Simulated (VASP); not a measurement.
Here is a VASP 6.6.1 calculation.

File INCAR:

```
PREC = Accurate
ENCUT = 600
EDIFF = 1E-6
ISMEAR = -1
SIGMA = 0.05
LREAL = False
LASPH = True
NELM = 80
ALGO = Normal
ISIF = 3
LWAVE = False
LCHARG = False
GGA = MK
LUSE_VDW = True
AGGAC = 0.0
PARAM1 = 0.1234
PARAM2 = 0.711357
ZAB_VDW = -1.8867
IBRION = 2
NSW = 40
EDIFFG = -0.02
```

The input KPOINTS:

```
regular mesh
0
Gamma
  8 8 5
```

File POSCAR:

```
SnS2
1.0
    3.6390000000      0.0000000000      0.0000000000
   -1.8195000000      3.1514664444      0.0000000000
    0.0000000000      0.0000000000      5.8680000000
Sn S
1 2
Direct
    0.0000000000      0.0000000000      0.0000000000
    0.6666666667      0.3333333333      0.7500000000
    0.3333333333      0.6666666667      0.2500000000
```

Potentials or basis: VASP PAW PBE potentials, release 64 (Sn_d, S).

Command:

```sh
$ cat potpaw_PBE.64/Sn_d/POTCAR potpaw_PBE.64/S/POTCAR > POTCAR
$ mpirun -np 1 vasp_std > vasp.out
```

Question: Estimate the band gap on the k mesh.

Answer: 1.29 eV, indirect (least direct gap 1.63 eV).

Question: Predict the relaxed volume.

Answer: 23.14 Å³/atom.

The path:
```csv
step,energy change (eV),largest force (eV/Å),pressure (GPa),volume (Å³)
1,0.0000,0.3498,2.97,67.30
2,-0.0044,0.3316,-2.31,71.42
3,-0.0220,0.0256,-0.03,69.41
4,-0.0219,0.0189,0.07,69.37
5,-0.0223,0.0040,0.04,69.41
```

Caveat: the PAW data sets were made with another functional, which shifts forces and pressure a little; spin-orbit coupling is left out, which moves the levels of the heavy elements; an odd mesh through Γ misses points on the zone boundary, where band edges often lie.
